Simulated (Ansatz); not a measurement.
## TePb: equation of state with revPBE+D4

TePb:

```xyz
2
Lattice="0.0000 3.2310 3.2310 3.2310 0.0000 3.2310 3.2310 3.2310 0.0000" Properties=species:S:1:pos:R:3 pbc="T T T"
Pb    0.0000    0.0000    0.0000
Te    3.2310    3.2310    3.2310
```

| Item | Value |
| --- | --- |
| Program | Ansatz 0.2.0 |
| Task | equation of state |
| Functional | revPBE |
| Dispersion | D4 |
| Potentials or basis | Ansatz PAW |
| Cutoff | 420 eV |
| Density cutoff | 1680 eV |
| k mesh | 7 × 7 × 7 |
| Occupations | fermi-dirac, width 0.05 eV |
| Spin | no spin polarisation |

```json
{"Equilibrium volume": "33.90 Å³/atom (rough: see the caveat)", "Bulk modulus": "26 GPa (rough)"}
```

Energy against volume, from the lowest point:
| volume (Å³/atom) | energy (meV/atom) |
| --- | --- |
| 31.706 | 20.39 |
| 32.380 | 9.24 |
| 33.055 | 2.61 |
| 33.730 | 0.00 |
| 34.404 | 0.77 |
| 35.079 | 3.57 |
| 35.753 | 4.30 |

All runs of the series together: 8.3 s on 2 threads of Arm Neoverse V1, with other jobs on the host.

Caveat: the potentials were made for another functional, which shifts forces and pressure; the fit is doubtful: noisy points or a state that changes with volume. The run has no spin-orbit coupling, so splittings on Pb, Te are missing.
